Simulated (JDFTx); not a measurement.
# GaN (P6_3mc) in JDFTx: band structure with BLYP

Aim: the band structure of GaN with BLYP.

Everything below comes from runs of JDFTx 1.7.0 (patched build). Logs are shortened: lines on timing, memory, paths and dates and some standing lists are left out, and cuts for length are marked. The log counts tension as positive stress, the text compression.

**Experimental background.**

“Studying electronic properties in GaN without electrical contacts using γ-γ vs e−-γ Perturbed Angular Correlations”, 2019, pmc:6823545 quotes, for a bulk crystal of GaN: band gap 3.503 ± 0.005 eV (direct).

How close the calculation comes is told below.

**1. The crystal as given**

The structure is hexagonal, space group P6_3mc (No. 186). The conventional cell has a = 3.180 Å, b = 3.180 Å, c = 5.166 Å, α = 90.00°, β = 90.00°, γ = 120.00°. Around Ga (site symmetry 3m) lie 4 N at 1.94 to 1.95 Å. Around N (site symmetry 3m) lie 4 Ga at 1.94 to 1.95 Å.

**2. Band structure, BLYP**

The input, bands.in:

```
lattice \
    6.0093290763    -3.0046645382     0.0000000000 \
    0.0000000000     5.2042316397     0.0000000000 \
    0.0000000000     0.0000000000     9.7623251598
coords-type Cartesian
ion Ga     3.0046645385     1.7347438797     4.8811625799 1
ion Ga    -0.0000000003     3.4694877600     0.0000000000 1
ion N      3.0046645385     1.7347438797     8.5420345148 1
ion N     -0.0000000003     3.4694877600     3.6608719349 1

ion-species pseudo/Ga.upf
ion-species pseudo/N.upf
elec-cutoff 42 336
elec-ex-corr gga-x-b88 gga-c-lyp
elec-smearing Fermi 0.0018374661
elec-n-bands 25
electronic-minimize nIterations 30 energyDiffThreshold 1e-06
davidson-band-ratio 1.3
forces-output-coords Cartesian
include path.kpoints
symmetries none
fix-electron-density run.$VAR

dump-name bands.$VAR
dump End Ecomponents EigStats BandEigs Kpoints Forces
```

The input, path.kpoints:

```
kpoint +0.0000000000 +0.0000000000 +0.0000000000 0.020000000000
kpoint +0.0833333333 +0.0000000000 +0.0000000000 0.020000000000
kpoint +0.1666666667 +0.0000000000 +0.0000000000 0.020000000000
kpoint +0.2500000000 +0.0000000000 +0.0000000000 0.020000000000
kpoint +0.3333333333 +0.0000000000 +0.0000000000 0.020000000000
kpoint +0.4166666667 +0.0000000000 +0.0000000000 0.020000000000
kpoint +0.5000000000 +0.0000000000 +0.0000000000 0.020000000000
kpoint +0.4444444444 +0.1111111111 +0.0000000000 0.020000000000
kpoint +0.3888888889 +0.2222222222 +0.0000000000 0.020000000000
kpoint +0.3333333333 +0.3333333333 +0.0000000000 0.020000000000
kpoint +0.2916666667 +0.2916666667 +0.0000000000 0.020000000000
kpoint +0.2500000000 +0.2500000000 +0.0000000000 0.020000000000
kpoint +0.2083333333 +0.2083333333 +0.0000000000 0.020000000000
kpoint +0.1666666667 +0.1666666667 +0.0000000000 0.020000000000
kpoint +0.1250000000 +0.1250000000 +0.0000000000 0.020000000000
kpoint +0.0833333333 +0.0833333333 +0.0000000000 0.020000000000
kpoint +0.0416666667 +0.0416666667 +0.0000000000 0.020000000000
kpoint +0.0000000000 +0.0000000000 +0.0000000000 0.020000000000
kpoint +0.0000000000 +0.0000000000 +0.1666666667 0.020000000000
kpoint +0.0000000000 +0.0000000000 +0.3333333333 0.020000000000
kpoint +0.0000000000 +0.0000000000 +0.5000000000 0.020000000000
kpoint +0.0714285714 +0.0000000000 +0.5000000000 0.020000000000
kpoint +0.1428571429 +0.0000000000 +0.5000000000 0.020000000000
kpoint +0.2142857143 +0.0000000000 +0.5000000000 0.020000000000
kpoint +0.2857142857 +0.0000000000 +0.5000000000 0.020000000000
kpoint +0.3571428571 +0.0000000000 +0.5000000000 0.020000000000
kpoint +0.4285714286 +0.0000000000 +0.5000000000 0.020000000000
kpoint +0.5000000000 +0.0000000000 +0.5000000000 0.020000000000
kpoint +0.4583333333 +0.0833333333 +0.5000000000 0.020000000000
kpoint +0.4166666667 +0.1666666667 +0.5000000000 0.020000000000
kpoint +0.3750000000 +0.2500000000 +0.5000000000 0.020000000000
kpoint +0.3333333333 +0.3333333333 +0.5000000000 0.020000000000
kpoint +0.2962962963 +0.2962962963 +0.5000000000 0.020000000000
kpoint +0.2592592593 +0.2592592593 +0.5000000000 0.020000000000
kpoint +0.2222222222 +0.2222222222 +0.5000000000 0.020000000000
kpoint +0.1851851852 +0.1851851852 +0.5000000000 0.020000000000
kpoint +0.1481481481 +0.1481481481 +0.5000000000 0.020000000000
kpoint +0.1111111111 +0.1111111111 +0.5000000000 0.020000000000
kpoint +0.0740740741 +0.0740740741 +0.5000000000 0.020000000000
kpoint +0.0370370370 +0.0370370370 +0.5000000000 0.020000000000
kpoint +0.0000000000 +0.0000000000 +0.5000000000 0.020000000000
kpoint +0.5000000000 +0.0000000000 +0.5000000000 0.020000000000
kpoint +0.5000000000 +0.0000000000 +0.3750000000 0.020000000000
kpoint +0.5000000000 +0.0000000000 +0.2500000000 0.020000000000
kpoint +0.5000000000 +0.0000000000 +0.1250000000 0.020000000000
kpoint +0.5000000000 +0.0000000000 +0.0000000000 0.020000000000
kpoint +0.3333333333 +0.3333333333 +0.0000000000 0.020000000000
kpoint +0.3333333333 +0.3333333333 +0.1666666667 0.020000000000
kpoint +0.3333333333 +0.3333333333 +0.3333333333 0.020000000000
kpoint +0.3333333333 +0.3333333333 +0.5000000000 0.020000000000
```

Potentials or basis: PseudoDojo-SR-PBE-0.5-standard with smoothed tails.

Run with:

```
$ jdftx -c 1 -i bands.in -o bands.out
```

Log:

```text
*************** JDFTx 1.7.0 (patched build) ***************

Input parsed successfully to the following command list (including defaults):
[... the input with its defaults ...]

---------- Initializing the Grid ----------
R =
[      6.00933     -3.00466            0  ]
[            0      5.20423            0  ]
[            0            0      9.76233  ]
unit cell volume = 305.306
G =
[    1.04557   0.603661         -0  ]
[          0    1.20732          0  ]
[          0         -0   0.643616  ]
Minimum fftbox size, Smin = [  52  52  84  ]
Chosen fftbox size, S = [  54  54  84  ]

---------- Initializing tighter grid for wavefunction operations ----------
R =
[      6.00933     -3.00466            0  ]
[            0      5.20423            0  ]
[            0            0      9.76233  ]
unit cell volume = 305.306
G =
[    1.04557   0.603661         -0  ]
[          0    1.20732          0  ]
[          0         -0   0.643616  ]
Minimum fftbox size, Smin = [  36  36  60  ]
Chosen fftbox size, S = [  36  36  60  ]

---------- Exchange Correlation functional ----------
Initialized LibXC exchange functional 'Becke 88'
Initialized LibXC correlation functional 'Lee, Yang & Parr'

---------- Setting up pseudopotentials ----------
Width of ionic core gaussian charges (only for fluid interactions / plotting) set to 0

Reading pseudopotential file 'pseudo/Ga.upf':
  'Ga' pseudopotential, 'PBE' functional
  Generated using ONCVPSP code by D. R. Hamann
  13 valence electrons, 3 orbitals, 6 projectors, 1001 radial grid points, with lMax = 2
    3D    l: 2   occupation: 10.0   eigenvalue: -0.703915
    4S    l: 0   occupation:  2.0   eigenvalue: -0.328859
    4P    l: 1   occupation:  1.0   eigenvalue: -0.094784
  Core radius for overlap checks: 1.84 bohrs.

Reading pseudopotential file 'pseudo/N.upf':
  'N' pseudopotential, 'PBE' functional
  Generated using ONCVPSP code by D. R. Hamann
  5 valence electrons, 2 orbitals, 4 projectors, 1001 radial grid points, with lMax = 1
    2S    l: 0   occupation:  2.0   eigenvalue: -0.682907
    2P    l: 1   occupation:  3.0   eigenvalue: -0.260548
  Core radius for overlap checks: 1.31 bohrs.

Initialized 2 species with 4 total atoms.

Folded 50 k-points by 1x1x1 to 50 k-points.

---------- Setting up k-points, bands, fillings ----------
No reducable k-points.
Computing the number of bands and number of electrons
Calculating initial fillings.
nElectrons:  36.000000   nBands: 25   nStates: 50

----- Setting up reduced wavefunction bases (one per k-point) -----
average nbasis = 3971.500 , ideal nbasis = 3969.208

---------- Setting up ewald sum ----------
Optimum gaussian width for ewald sums = 2.132122 bohr.
Real space sum over 1089 unit cells with max indices [  5  5  4  ]
Reciprocal space sum over 2873 terms with max indices [  6  6  8  ]

---------- Allocating electronic variables ----------
Reading n from file 'run.n' ... done
Initializing wave functions:  linear combination of atomic orbitals

----------- Band structure minimization -------------
Minimization will be done independently for each quantum number.

---- Minimization of quantum number:     0  [ +0.0000000 +0.0000000 +0.0000000 ]  0.040000000 ----
BandDavidson: Iter:   0  Eband: +0.257391951693976
BandDavidson: Iter:   1  Eband: +0.243925898200369  dEband: -1.346605e-02
BandDavidson: Iter:   2  Eband: +0.242240771975772  dEband: -1.685126e-03
BandDavidson: Iter:   3  Eband: +0.241967824217570  dEband: -2.729478e-04
[... 696 lines of inner loops ...]
BandDavidson: Iter:   8  Eband: +0.229974341360652  dEband: -1.480480e-06
BandDavidson: Iter:   9  Eband: +0.229973778187350  dEband: -5.631733e-07
BandDavidson: Converged (dEband<1.000000e-06)
	FillingsUpdate:  mu: +0.450574788  nElectrons: 36.000000

Dumping 'bands.eigStats' ...
	eMin: -0.176701 at state 17 ( [ +0.000000 +0.000000 +0.000000 ] spin 0 )
	HOMO: +0.411769 at state 0 ( [ +0.000000 +0.000000 +0.000000 ] spin 0 )
	mu  : +0.450575
	LUMO: +0.487385 at state 17 ( [ +0.000000 +0.000000 +0.000000 ] spin 0 )
	eMax: +0.932085 at state 49 ( [ +0.333333 +0.333333 +0.500000 ] spin 0 )
	HOMO-LUMO gap: +0.075616
	Optical gap  : +0.075616 at state 17 ( [ +0.000000 +0.000000 +0.000000 ] spin 0 )
Done!
[note: mu, HOMO and LUMO in a band run belong to the points of the path alone and aren't those of the crystal]
```

Wall time 44 s (1 thread of Arm Neoverse V2, shared host); peak memory 0.15 GiB.

What came out:

| Quantity | Value |
| --- | --- |
| Band gap along the path | 2.06 eV, direct |

Levels at the corners of the path, in eV from the valence-band top:
```
point  band 15  band 16  band 17  band 18  band 19  band 20
    Γ    -1.06    -0.06     0.00     0.00     2.06     4.32
    M    -4.23    -2.76    -2.21    -0.99     5.23     5.66
    K    -5.23    -2.99    -2.99    -2.67     5.41     7.78
    Γ    -1.06    -0.06     0.00     0.00     2.06     4.32
    A    -0.54    -0.54    -0.54    -0.54     4.34     4.34
    L    -1.94    -1.94    -1.91    -1.91     4.58     4.58
    H    -4.14    -4.14    -1.50    -1.50     6.55     6.55
    A    -0.54    -0.54    -0.54    -0.54     4.34     4.34
    L    -1.94    -1.94    -1.91    -1.91     4.58     4.58
    M    -4.23    -2.76    -2.21    -0.99     5.23     5.66
    K    -5.23    -2.99    -2.99    -2.67     5.41     7.78
    H    -4.14    -4.14    -1.50    -1.50     6.55     6.55
```

Caveat: the potentials were made for another functional, which shifts forces and pressure.

**3. The reference run**

An earlier run on the cell as given: functional PBE; potentials or basis PseudoDojo-SR-PBE-0.5-standard with smoothed tails; cutoff 1143 eV; density cutoff 9143 eV; k mesh 10 × 10 × 5; occupations fermi-dirac, width 0.05 eV; no spin polarisation.

* Pressure: 7.5 GPa
* Largest force: 0.137 eV/Å
* Band gap on the k mesh: 2.01 eV, direct
* Loewdin charges: Ga +0.84; N -0.81 e

**4. Against experiment**

Step 2. A measured gap of GaN is 3.503 eV (direct; quoted in “Studying electronic properties in GaN without electrical contacts using γ-γ vs e−-γ Perturbed Angular Correlations”, 2019, pmc:6823545); the calculated 2.06 eV misses it by -1.45 eV. Spin-orbit coupling on Ga is left out. The value is that of BLYP, without temperature or zero-point motion. Semilocal functionals fall short of measured gaps as a rule.
